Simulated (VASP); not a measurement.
# AlB2H2 (Cmmm) in VASP: reference runs

Reference runs on AlB2H2: the cell as given and a disturbed copy.

All numbers are computed with VASP 6.6.1; they aren't measurements. Logs are shortened: lines on timing, memory, paths and dates and some standing lists are left out, and cuts for length are marked.

## Step 1: The structure

Symmetry: Cmmm, No. 65, orthorhombic system. Conventional cell: a = 3.195 Å, b = 4.834 Å, c = 4.874 Å, α = 90.00°, β = 90.00°, γ = 90.00°. Al (site symmetry mmm) has 4 B at 2.28 Å as nearest neighbours. B (site symmetry mm2) has 1 B at 1.62 Å and 4 H at 1.66 Å as nearest neighbours. H (site symmetry 2/m) is surrounded by 2 H at 1.60 Å and 4 B at 1.66 Å.

The cell was built by a generator and needn't be a form met in nature.

## Step 2: Single point, PBE

The input, INCAR:

```
  PREC = Accurate
  ENCUT = 520
  EDIFF = 1E-7
  ISMEAR = -1
  SIGMA = 0.05
  LREAL = False
  LASPH = True
  NELM = 80
  ALGO = Normal
  ISIF = 2
  LWAVE = False
  LCHARG = False
  GGA = PE
  NBANDS = 14
```

The input, KPOINTS:

```
regular mesh
0
Gamma
  10 10 6
```

The input, POSCAR:

```
AlB2H2
1.0
    1.5973800000     -2.4171500000      0.0000000000
    1.5973800000      2.4171500000      0.0000000000
    0.0000000000      0.0000000000      4.8739700000
Al B H
1 2 2
Direct
    0.5000000000      0.5000000000      0.0000000000
    0.0000000000      0.0000000000      0.6665700000
    0.0000000000      0.0000000000      0.3334300000
    0.0000000000      0.5000000000      0.5000000000
    0.5000000000      0.0000000000      0.5000000000
```

Potentials or basis: VASP PAW PBE potentials, release 64 (Al, B, H).

Launch:

```sh
> cat potpaw_PBE.64/Al/POTCAR potpaw_PBE.64/B/POTCAR potpaw_PBE.64/H/POTCAR > POTCAR
> mpirun -np 1 vasp_std > vasp.out
```

OUTCAR:

```text
PREC = Accurate
   ENCUT = 520
   EDIFF = 1E-7
   ISMEAR = -1
   LREAL = False
   LASPH = True
   NELM = 80
   ISIF = 2
   GGA = PE

 ion  position               nearest neighbor table
   1  0.500  0.500  0.000-   2 2.28   3 2.28   2 2.28   3 2.28
   2  0.000  0.000  0.667-   3 1.62   1 2.28   1 2.28
   3  0.000  0.000  0.333-   2 1.62   1 2.28   1 2.28
   4  0.000  0.500  0.500-
   5  0.500  0.000  0.500-

  LATTYP: Found a base centered orthorhombic cell.
 ALAT       =     3.1947600000
 B/A-ratio  =     1.5131966094
 C/A-ratio  =     1.5256138176

  Lattice vectors:

 A1 = (   1.5973800000,  -2.4171500000,   0.0000000000)
 A2 = (   1.5973800000,   2.4171500000,   0.0000000000)
 A3 = (   0.0000000000,   0.0000000000,   4.8739700000)

Analysis of symmetry for initial positions (statically):
=====================================================================
 Subroutine PRICEL returns:
 Original cell was already a primitive cell.

 Routine SETGRP: Setting up the symmetry group for a
 base centered orthorhombic supercell.

 Subroutine GETGRP returns: Found  8 space group operations
 (whereof  8 operations were pure point group operations)
 out of a pool of  8 trial point group operations.

The static configuration has the point symmetry D_2h.

Analysis of symmetry for dynamics (positions and initial velocities):
=====================================================================
 Subroutine PRICEL returns:
 Original cell was already a primitive cell.

 Routine SETGRP: Setting up the symmetry group for a
 base centered orthorhombic supercell.

 Subroutine GETGRP returns: Found  8 space group operations
 (whereof  8 operations were pure point group operations)
 out of a pool of  8 trial point group operations.

The dynamic configuration has the point symmetry D_2h.

 Subroutine INISYM returns: Found  8 space group operations
 (whereof  8 operations are pure point group operations),
 and found     1 'primitive' translations

----------------------------------------------------------------------------------------

                                     Primitive cell

  volume of cell :      37.6378

  direct lattice vectors                    reciprocal lattice vectors
     1.597380000 -2.417150000  0.000000000     0.313012558 -0.206855181  0.000000000
     1.597380000  2.417150000  0.000000000     0.313012558  0.206855181  0.000000000
     0.000000000  0.000000000  4.873970000     0.000000000  0.000000000  0.205171554

  length of vectors
[... 104 lines left out ...]
   EFERMI_NEDOS =   21; number of points for ismear=-14 and -15
   IALGO  =     38    algorithm
   IMIX   =      4    mixing-type and parameters
     AMIX     =   0.40;   BMIX     =  1.00
     AMIX_MAG =   1.60;   BMIX_MAG =  1.00
  volume/ion in A,a.u.               =       7.53        50.80
  Fermi-wavevector in a.u.,A,eV,Ry     =   1.086419  2.053035 16.059052  1.180307
  Thomas-Fermi vector in A             =   2.222556
   LORBIT       =      0    0 simple, 1 ext, 2 COOP (PROOUT), +10 PAW based schemes
   GGA     = PE    functional components
   LHFCALC =     F    Hartree Fock is set to
   AEXX    =    0.0000 exact exchange contribution
   IVDW    =     0    specifies the selected vdW correction
   LEPSILON=     F    determine dielectric tensor
   LRPA    =     F    only Hartree local field effects (RPA)
 non-spin polarized calculation
  energy-cutoff  :      520.00
  volume of cell :       37.64
 maximum number of plane-waves:      1030
 NGX is ok and might be reduce to    24
   NGX = 11   NGY = 11   NGZ = 19

 number of electron      11.0000000 magnetization

 Free energy of the ion-electron system (eV)
  ---------------------------------------------------
  ext. energy  EPLUGINS =         0.00000000
  ---------------------------------------------------
  free energy    TOTEN  =       -19.80118071 eV

  energy without entropy =      -19.79352101  energy(sigma->0) =      -19.79735086

 E-fermi :   6.1919     XC(G=0): -10.8892

 val. band max:        6.1738509252   @ k =  -0.3000   0.1000   0.5000
 cond. band min:       6.1956080798   @ k =   0.1000   0.1000   0.5000
 fundamental gap:      0.0217571546
 Fermi energy:         6.1918969133

 k-point     1 :       0.0000    0.0000    0.0000
  band No.  band energies     occupation
      1      -8.4647      2.00000
      2      -2.2476      2.00000
      3      -0.6741      2.00000
      4       7.3750      0.00000
      5       8.0461      0.00000
      6       8.7404      0.00000
      7      11.2874      0.00000
      8      11.7720      0.00000
      9      13.4721      0.00000
     10      13.6487      0.00000
     11      16.1673      0.00000
     12      16.2771      0.00000
     13      17.0559      0.00000
     14      17.3826      0.00000
[... 377 lines left out ...]
      1      -3.5079      2.00000
      2      -2.3717      2.00000
      3       0.6236      2.00000
      4       2.3926      2.00000
      5       4.0407      2.00000
      6       5.5732      1.99999
      7       5.8706      1.99677
      8       7.0305      0.00000
      9       7.8381      0.00000
     10      15.7467      0.00000
     11      17.2283      0.00000
     12      17.8811      0.00000
     13      19.0718      0.00000
     14      19.0966      0.00000

 [... further k-points ...]

------------------------ aborting loop because EDIFF is reached ----------------------------------------

  FORCE on cell =-STRESS in cart. coord.  units (eV):
  Direction    XX          YY          ZZ          XY          YZ          ZX
  --------------------------------------------------------------------------------------
  -------------------------------------------------------------------------------------
  Total        0.3022719     -0.3665917     -0.0668986     -0.0000000      0.0000000      0.0000000
  in kB       12.8671871    -15.6051698     -2.8477575     -0.0000000      0.0000000      0.0000000
  external PRESSURE =      -1.8619134 kB  Pullay stress =       0.0000000 kB

 VOLUME and BASIS-vectors are now :
 -----------------------------------------------------------------------------
  energy-cutoff  :      520.00
  volume of cell :       37.64
      direct lattice vectors                 reciprocal lattice vectors
     1.597380000 -2.417150000  0.000000000     0.313012558 -0.206855181  0.000000000
     1.597380000  2.417150000  0.000000000     0.313012558  0.206855181  0.000000000
     0.000000000  0.000000000  4.873970000     0.000000000  0.000000000  0.205171554

 POSITION                                       TOTAL-FORCE (eV/Angst)
 -----------------------------------------------------------------------------------
      1.59738      0.00000      0.00000         0.000000      0.000000      0.000000
      0.00000      0.00000      3.24884         0.000000      0.000000     -0.121495
      0.00000      0.00000      1.62513        -0.000000      0.000000      0.121495
      0.79869      1.20857      2.43698         0.000000      0.000000      0.000000
      0.79869     -1.20857      2.43698         0.000000      0.000000      0.000000
 -----------------------------------------------------------------------------------
    total drift:                                0.000000      0.000000      0.000000

  FREE ENERGIE OF THE ION-ELECTRON SYSTEM (eV)
  ---------------------------------------------------
  free  energy   TOTEN  =       -19.8011807125 eV

  energy  without entropy=      -19.7935210127  energy(sigma->0) =      -19.79735086
```

Wall time 66 s (1 thread of Intel Xeon Platinum 8375C at 2.90GHz (Ice Lake), shared host); peak memory 0.19 GiB.

What came out:

```yaml
Free_energy: -19.8012 eV
Pressure: -0.2 GPa
Largest_force: 0.121 eV/Å
Band_gap_on_the_k_mesh: none (metal or under the smearing width)
```

Forces in eV/Å, atoms in the order of the input:
```
Al   0.000  0.000  0.000
B    0.000  0.000 -0.121
B    0.000  0.000  0.121
H    0.000  0.000  0.000
H    0.000  0.000  0.000
```

Levels at points of the mesh, in eV from the Fermi level:
```
           k point  band 2  band 3  band 4  band 5  band 6  band 7  band 8  band 9  band 10  band 11
(0.00, 0.00, 0.00)   -8.44   -6.87    1.18    1.85    2.55    5.10    5.58    7.28     7.46     9.98
(0.50, 0.00, 0.00)   -9.13   -4.89   -3.12   -2.00   -1.98    0.70    2.94    5.51     6.51    10.72
(0.50, 0.50, 0.00)   -8.45   -3.89   -3.81   -2.29   -1.46   -1.02    3.04    3.52     5.16     8.56
(0.00, 0.00, 0.50)  -10.51   -3.24    1.46    1.83    2.00    2.65    4.58    6.29     6.65     9.18
(0.50, 0.00, 0.50)   -8.74   -6.39   -4.92   -0.60   -0.05    3.23    4.27    5.46     5.58     5.75
(0.50, 0.50, 0.50)   -8.16   -5.33   -4.11   -3.70   -0.39    1.24    5.06    5.21     5.35     5.90
```

## Step 3: Single point, PBE (atoms moved at random, drawn with an rms of 0.05 Å)

The input, INCAR:

```
SYSTEM = AlB2H2
PREC = Accurate
ENCUT = 520
EDIFF = 1E-7
ISMEAR = -1
SIGMA = 0.05
LREAL = .False.
LASPH = .True.
NELM = 80
ALGO = Normal
ISIF = 2
LWAVE = .False.
LCHARG = .False.
GGA = PE
NBANDS = 14
```

The input, KPOINTS:

```
Automatic mesh
0
Gamma
  10 10 6
  0 0 0
```

The input, POSCAR:

```
AlB2H2
1.0
    1.5973800000     -2.4171500000      0.0000000000
    1.5973800000      2.4171500000      0.0000000000
    0.0000000000      0.0000000000      4.8739700000
Al B H
1 2 2
Direct
    0.4886940000      0.4855530000     -0.0071760000
    0.0058000000      0.0015050000      0.6682000000
   -0.0068790000     -0.0021990000      0.3381010000
   -0.0166260000      0.5001060000      0.5043830000
    0.5101890000      0.0133380000      0.4940860000
```

Potentials or basis: VASP PAW PBE potentials, release 64 (Al, B, H).

Launch:

```sh
> cat potpaw_PBE.64/Al/POTCAR potpaw_PBE.64/B/POTCAR potpaw_PBE.64/H/POTCAR > POTCAR
> mpirun -np 1 vasp_std > vasp.out
```

Wall time 2.8 min (1 thread of Intel Xeon Platinum 8375C at 2.90GHz (Ice Lake), shared host); peak memory 0.26 GiB.

Results (log left out):

```
Free energy            : -19.7845 eV
Pressure               : 0.4 GPa
Largest force          : 0.453 eV/Å
Band gap on the k mesh : none (metal or under the smearing width)
```

Forces on the atoms (eV/Å):
```
Al   0.162  0.005  0.423
B   -0.246 -0.053 -0.029
B   -0.078 -0.062 -0.335
H    0.280  0.160 -0.010
H   -0.117 -0.051 -0.049
```

Stress tensor (GPa, compression positive):
```
 1.21  0.03  0.27
 0.03 -1.10  0.22
 0.27  0.22  1.23
```

Levels at points of the mesh, in eV from the Fermi level:
| k point | band 2 | band 3 | band 4 | band 5 | band 6 | band 7 | band 8 | band 9 | band 10 | band 11 |
| --- | --- | --- | --- | --- | --- | --- | --- | --- | --- | --- |
| (0.00, 0.00, 0.00) | -8.43 | -6.84 | 1.13 | 1.77 | 2.60 | 4.96 | 5.67 | 7.26 | 7.52 | 9.85 |
| (0.50, 0.00, 0.00) | -9.14 | -4.87 | -3.10 | -2.16 | -1.79 | 0.65 | 2.93 | 5.56 | 6.48 | 10.78 |
| (0.00, 0.50, 0.00) | -9.16 | -4.88 | -3.11 | -2.04 | -1.91 | 0.66 | 2.91 | 5.58 | 6.48 | 10.72 |
| (0.50, 0.50, 0.00) | -8.49 | -3.97 | -3.76 | -2.27 | -1.51 | -0.93 | 3.06 | 3.53 | 5.22 | 8.52 |
| (0.00, 0.00, 0.50) | -10.48 | -3.25 | 1.39 | 1.75 | 1.94 | 2.75 | 4.65 | 6.19 | 6.76 | 9.21 |
| (0.50, 0.00, 0.50) | -8.76 | -6.35 | -4.90 | -0.61 | -0.09 | 3.20 | 4.32 | 5.44 | 5.46 | 5.90 |
| (0.00, 0.50, 0.50) | -8.78 | -6.36 | -4.89 | -0.62 | -0.08 | 3.16 | 4.35 | 5.46 | 5.58 | 5.78 |
| (0.50, 0.50, 0.50) | -8.21 | -5.29 | -4.11 | -3.71 | -0.40 | 1.30 | 4.98 | 5.18 | 5.37 | 6.01 |
